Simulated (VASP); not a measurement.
# KI (Fm-3m) in VASP: further runs

Runs on KI. Level: PBEsol. Tasks: single point.

All numbers are computed with VASP 6.6.1; they aren't measurements. Logs are shortened: lines on timing, memory, paths and dates and some standing lists are left out, and cuts for length are marked.

**Measured values to compare with.**

From a printed reference work, monograph, for a bulk crystal of KI: band gap 6.32 eV.

How close the calculation comes is told below.

### Step 1. The cell of the first run

The structure is cubic, space group Fm-3m (No. 225). Conventional cell: a = 7.049 Å, b = 7.049 Å, c = 7.049 Å, α = 90.00°, β = 90.00°, γ = 90.00°. Within 4.6 Å of K (site symmetry m-3m) lie 6 I at 3.52 Å. Within 4.6 Å of I (site symmetry m-3m) lie 6 K at 3.52 Å.

### Step 2. Single point, PBEsol

File INCAR:

```
SYSTEM = KI
ALGO     = Normal         ! electronic algorithm
EDIFF    = 1E-7           ! SCF threshold, eV
ENCUT    = 520            ! plane-wave cutoff, eV
GGA      = PS             ! functional
ISIF     = 2              ! what is computed and relaxed
ISMEAR   = -1             ! smearing method
LASPH    = .True.         ! aspherical terms in the spheres
LCHARG   = .False.        ! write CHGCAR
LREAL    = .False.        ! projectors in reciprocal space
LWAVE    = .False.        ! write WAVECAR
NBANDS   = 15             ! bands
NELM     = 80             ! most SCF steps
PREC     = Accurate       ! precision mode
SIGMA    = 0.01           ! smearing width, eV
```

File KPOINTS:

```
k-points
0
Gamma
  8 8 8
  0 0 0
```

File POSCAR:

```
KI
1.0
    0.0000000000      3.5245500000      3.5245500000
    3.5245500000      0.0000000000      3.5245500000
    3.5245500000      3.5245500000      0.0000000000
K I
1 1
Direct
    0.0000000000      0.0000000000      0.0000000000
    0.5000000000      0.5000000000      0.5000000000
```

Potentials or basis: VASP PAW PBE potentials, release 64 (K_sv, I).

On the command line:

```console
> cat potpaw_PBE.64/K_sv/POTCAR potpaw_PBE.64/I/POTCAR > POTCAR
> mpirun -np 1 vasp_std > vasp.out
```

OUTCAR:

```text
SYSTEM = KI
   EDIFF = 1E-7
   ENCUT = 520
   GGA = PS
   ISIF = 2
   ISMEAR = -1
   LASPH = .True.
   LREAL = .False.
   NELM = 80
   PREC = Accurate

 ion  position               nearest neighbor table
   1  0.000  0.000  0.000-   2 3.52   2 3.52   2 3.52   2 3.52   2 3.52   2 3.52
   2  0.500  0.500  0.500-   1 3.52   1 3.52   1 3.52   1 3.52   1 3.52   1 3.52

  LATTYP: Found a face centered cubic cell.
 ALAT       =     7.0491000000

  Lattice vectors:

 A1 = (   0.0000000000,   3.5245500000,   3.5245500000)
 A2 = (   3.5245500000,   0.0000000000,   3.5245500000)
 A3 = (   3.5245500000,   3.5245500000,   0.0000000000)

Analysis of symmetry for initial positions (statically):
=====================================================================
 Subroutine PRICEL returns:
 Original cell was already a primitive cell.

 Routine SETGRP: Setting up the symmetry group for a
 face centered cubic supercell.

 Subroutine GETGRP returns: Found 48 space group operations
 (whereof 48 operations were pure point group operations)
 out of a pool of 48 trial point group operations.

The static configuration has the point symmetry O_h .

Analysis of symmetry for dynamics (positions and initial velocities):
=====================================================================
 Subroutine PRICEL returns:
 Original cell was already a primitive cell.

 Routine SETGRP: Setting up the symmetry group for a
 face centered cubic supercell.

 Subroutine GETGRP returns: Found 48 space group operations
 (whereof 48 operations were pure point group operations)
 out of a pool of 48 trial point group operations.

The dynamic configuration has the point symmetry O_h .

 Subroutine INISYM returns: Found 48 space group operations
 (whereof 48 operations are pure point group operations),
 and found     1 'primitive' translations

----------------------------------------------------------------------------------------

                                     Primitive cell

  volume of cell :      87.5671

  direct lattice vectors                    reciprocal lattice vectors
     0.000000000  3.524550000  3.524550000    -0.141862082  0.141862082  0.141862082
     3.524550000  0.000000000  3.524550000     0.141862082 -0.141862082  0.141862082
     3.524550000  3.524550000  0.000000000     0.141862082  0.141862082 -0.141862082

  length of vectors
     4.984466411  4.984466411  4.984466411     0.245712333  0.245712333  0.245712333

  position of ions in fractional coordinates (direct lattice)
     0.000000000  0.000000000  0.000000000
     0.500000000  0.500000000  0.500000000

  ion indices of the primitive-cell ions
   primitive index   ion index
                 1           1
                 2           2

----------------------------------------------------------------------------------------

 KPOINTS: k-points

Automatic generation of k-mesh.
 Grid dimensions read from file:
 generate k-points for:    8    8    8

 Generating k-lattice:

  Cartesian coordinates                     Fractional coordinates (reciprocal lattice)
    -0.017732760  0.017732760  0.017732760     0.125000000  0.000000000  0.000000000
     0.017732760 -0.017732760  0.017732760     0.000000000  0.125000000  0.000000000
     0.017732760  0.017732760 -0.017732760     0.000000000  0.000000000  0.125000000

  Length of vectors
     0.030714042  0.030714042  0.030714042

  Shift w.r.t. Gamma in fractional coordinates (k-lattice)
     0.000000000  0.000000000  0.000000000

 Subroutine IBZKPT returns following result:
 ===========================================

 Found     29 irreducible k-points:

 Following reciprocal coordinates:
            Coordinates               Weight
  0.000000  0.000000  0.000000      1.000000
  0.125000  0.000000  0.000000      8.000000
  0.250000  0.000000  0.000000      8.000000
  0.375000  0.000000  0.000000      8.000000
  0.500000  0.000000  0.000000      4.000000
  0.125000  0.125000  0.000000      6.000000
[... 16 lines left out ...]
  0.500000  0.250000  0.125000     48.000000
 -0.375000  0.250000  0.125000     24.000000
 [... further k-points ...]
   k-points           NKPTS =     29   k-points in BZ     NKDIM =     29   number of bands    NBANDS=     15
   number of dos      NEDOS =    301   number of ions     NIONS =      2
   total plane-waves  NPLWV =  64000
   dimension x,y,z NGX =    40 NGY =   40 NGZ =   40
   dimension x,y,z NGXF=    80 NGYF=   80 NGZF=   80
   ions per type =               1   1
   NGX,Y,Z   is equivalent  to a cutoff of  13.34, 13.34, 13.34 a.u.
   NGXF,Y,Z  is equivalent  to a cutoff of  26.68, 26.68, 26.68 a.u.
 SYSTEM =  KI
   PREC   = accura    normal or accurate (medium, high low for compatibility)
   ISTART =      0    job   : 0-new  1-cont  2-samecut
   ICHARG =      2    charge: 1-file 2-atom 10-const
   ISPIN  =      1    spin polarized calculation?
   LNONCOLLINEAR =      F non collinear calculations
   LSORBIT =      F    spin-orbit coupling
   LASPH  =      T    aspherical Exc in radial PAW
   ENCUT  =  520.0 eV  38.22 Ry    6.18 a.u.   9.27  9.27  9.27*2*pi/ulx,y,z
   NELM   =     80;   NELMIN=  2; NELMDL= -5     # of ELM steps
   EDIFF  = 0.1E-06   stopping-criterion for ELM
   LREAL  =      F    real-space projection
   EDIFFG = 0.1E-05   stopping-criterion for IOM
   NSW    =      0    number of steps for IOM
   IBRION =     -1    ionic relax: 0-MD 1-quasi-New 2-CG
   NFREE  =      0    steps in history (QN), initial steepest desc. (CG)
   ISIF   =      2    stress and relaxation
   ISYM   =      2    0-nonsym 1-usesym 2-fastsym
   POTIM  = 0.5000    time-step for ionic-motion
   TEBEG  =    0.0;   TEEND  =   0.0 temperature during run
   PSTRESS=    0.0 pullay stress
   NELECT =      16.0000    total number of electrons
   NUPDOWN=      -1.0000    fix difference up-down
   EMIN   =  10.00;   EMAX   =-10.00  energy-range for DOS
   EFERMI =   0.00;   METHOD = LEGACY
   ISMEAR =    -1;   SIGMA  =   0.01  broadening in eV -4-tet -1-fermi 0-gaus
   EFERMI_NEDOS =   21; number of points for ismear=-14 and -15
   IALGO  =     38    algorithm
   IMIX   =      4    mixing-type and parameters
     AMIX     =   0.40;   BMIX     =  1.00
     AMIX_MAG =   1.60;   BMIX_MAG =  1.00
  volume/ion in A,a.u.               =      43.78       295.47
  Fermi-wavevector in a.u.,A,eV,Ry     =   0.928969  1.755497 11.741598  0.862983
  Thomas-Fermi vector in A             =   2.055202
   LORBIT       =      0    0 simple, 1 ext, 2 COOP (PROOUT), +10 PAW based schemes
   GGA     = PS    functional components
   LHFCALC =     F    Hartree Fock is set to
   AEXX    =    0.0000 exact exchange contribution
   IVDW    =     0    specifies the selected vdW correction
   LEPSILON=     F    determine dielectric tensor
   LRPA    =     F    only Hartree local field effects (RPA)
 non-spin polarized calculation
  energy-cutoff  :      520.00
  volume of cell :       87.57
 maximum number of plane-waves:      2397
 NGX is ok and might be reduce to    40
   NGX = 19   NGY = 19   NGZ = 19

 number of electron      15.9999999 magnetization

 Free energy of the ion-electron system (eV)
  ---------------------------------------------------
  ext. energy  EPLUGINS =         0.00000000
  ---------------------------------------------------
  free energy    TOTEN  =        -5.81540152 eV

  energy without entropy =       -5.81540152  energy(sigma->0) =       -5.81540152

 E-fermi :  -0.1671     XC(G=0):  -7.3703

 val. band max:       -0.4725328767   @ k =   0.0000   0.0000   0.0000
 cond. band min:       3.3562850144   @ k =   0.0000   0.0000   0.0000
 fundamental gap:      3.8288178911
 Fermi energy:        -0.1671022250

 k-point     1 :       0.0000    0.0000    0.0000
  band No.  band energies     occupation
      1     -28.7862      2.00000
      2     -12.3397      2.00000
      3     -12.3397      2.00000
      4     -12.3397      2.00000
      5     -11.0204      2.00000
      6      -0.4725      2.00000
      7      -0.4725      2.00000
      8      -0.4725      2.00000
      9       3.3563      0.00000
     10       5.9522      0.00000
     11       5.9522      0.00000
     12       5.9522      0.00000
     13       6.6973      0.00000
     14       6.6973      0.00000
     15       9.1397      0.00000

 k-point     2 :       0.1250    0.0000    0.0000
  band No.  band energies     occupation
      1     -28.7859      2.00000
      2     -12.3683      2.00000
      3     -12.3400      2.00000
      4     -12.3400      2.00000
      5     -10.9727      2.00000
      6      -0.7419      2.00000
      7      -0.5282      2.00000
      8      -0.5282      2.00000
      9       3.7479      0.00000
     10       5.8689      0.00000
     11       6.1230      0.00000
     12       6.1230      0.00000
     13       6.8786      0.00000
     14       6.8786      0.00000
     15       9.6887      0.00000

 k-point     3 :       0.2500    0.0000    0.0000
  band No.  band energies     occupation
      1     -28.7851      2.00000
      2     -12.4309      2.00000
      3     -12.3409      2.00000
      4     -12.3409      2.00000
      5     -10.8632      2.00000
      6      -1.2632      2.00000
      7      -0.6556      2.00000
      8      -0.6556      2.00000
      9       4.4663      0.00000
     10       6.0100      0.00000
     11       6.5694      0.00000
     12       6.5694      0.00000
     13       7.4032      0.00000
     14       7.4032      0.00000
     15       9.8034      0.00000
[... 343 lines left out ...]
 k-point    23 :       0.5000    0.2500    0.1250
  band No.  band energies     occupation
      1     -28.7839      2.00000
      2     -12.4543      2.00000
      3     -12.3577      2.00000
      4     -12.3465      2.00000
      5     -10.7819      2.00000
      6      -1.5586      2.00000
      7      -0.9585      2.00000
      8      -0.8364      2.00000
      9       5.3184      0.00000
     10       5.9790      0.00000
     11       6.7495      0.00000
     12       7.6904      0.00000
     13       8.0338      0.00000
     14       8.2623      0.00000
     15       9.5322      0.00000

 k-point    24 :      -0.3750    0.2500    0.1250
  band No.  band energies     occupation
      1     -28.7836      2.00000
      2     -12.4630      2.00000
      3     -12.3581      2.00000
      4     -12.3490      2.00000
      5     -10.7606      2.00000
      6      -1.6177      2.00000
      7      -1.0367      2.00000
      8      -0.8734      2.00000
      9       5.4491      0.00000
     10       6.2836      0.00000
     11       6.8578      0.00000
     12       7.7492      0.00000
     13       8.1731      0.00000
     14       8.4561      0.00000
     15       9.3134      0.00000

 [... further k-points ...]

------------------------ aborting loop because EDIFF is reached ----------------------------------------

  FORCE on cell =-STRESS in cart. coord.  units (eV):
  Direction    XX          YY          ZZ          XY          YZ          ZX
  --------------------------------------------------------------------------------------
  -------------------------------------------------------------------------------------
  Total       -0.0959921     -0.0959921     -0.0959921     -0.0000000     -0.0000000      0.0000000
  in kB       -1.7563249     -1.7563249     -1.7563249     -0.0000000     -0.0000000      0.0000000
  external PRESSURE =      -1.7563249 kB  Pullay stress =       0.0000000 kB

 VOLUME and BASIS-vectors are now :
 -----------------------------------------------------------------------------
  energy-cutoff  :      520.00
  volume of cell :       87.57
      direct lattice vectors                 reciprocal lattice vectors
     0.000000000  3.524550000  3.524550000    -0.141862082  0.141862082  0.141862082
     3.524550000  0.000000000  3.524550000     0.141862082 -0.141862082  0.141862082
     3.524550000  3.524550000  0.000000000     0.141862082  0.141862082 -0.141862082

 POSITION                                       TOTAL-FORCE (eV/Angst)
 -----------------------------------------------------------------------------------
      0.00000      0.00000      0.00000         0.000000     -0.000000     -0.000000
      3.52455      3.52455      3.52455        -0.000000      0.000000      0.000000
 -----------------------------------------------------------------------------------
    total drift:                                0.000000     -0.000000     -0.000000

  FREE ENERGIE OF THE ION-ELECTRON SYSTEM (eV)
  ---------------------------------------------------
  free  energy   TOTEN  =        -5.8154015227 eV

  energy  without entropy=       -5.8154015227  energy(sigma->0) =       -5.81540152
```

Run time: 38 s. Hardware: 1 thread of Intel Xeon Platinum 8559C (Emerald Rapids), shared host; peak memory 0.24 GiB.

What came out:

| Quantity | Value |
| --- | --- |
| Free energy | -5.8154 eV |
| Pressure | -0.2 GPa |
| Band gap on the k mesh | 3.83 eV, direct |

Levels at points of the mesh, in eV from the valence-band top:
```tsv
k point	band 5	band 6	band 7	band 8	band 9	band 10	band 11	band 12
(0.00, 0.00, 0.00)	-10.55	0.00	0.00	0.00	3.83	6.42	6.42	6.42
(0.50, 0.00, 0.00)	-10.24	-1.37	-0.35	-0.35	5.39	7.63	8.08	8.08
(0.50, 0.50, 0.00)	-10.40	-1.03	-0.38	-0.38	4.81	5.69	8.08	8.69
```

Caveat: the PAW data sets were made with another functional, which shifts forces and pressure a little; spin-orbit coupling is left out, which moves the levels of the heavy elements.

(Continued in part 2 of 2.)
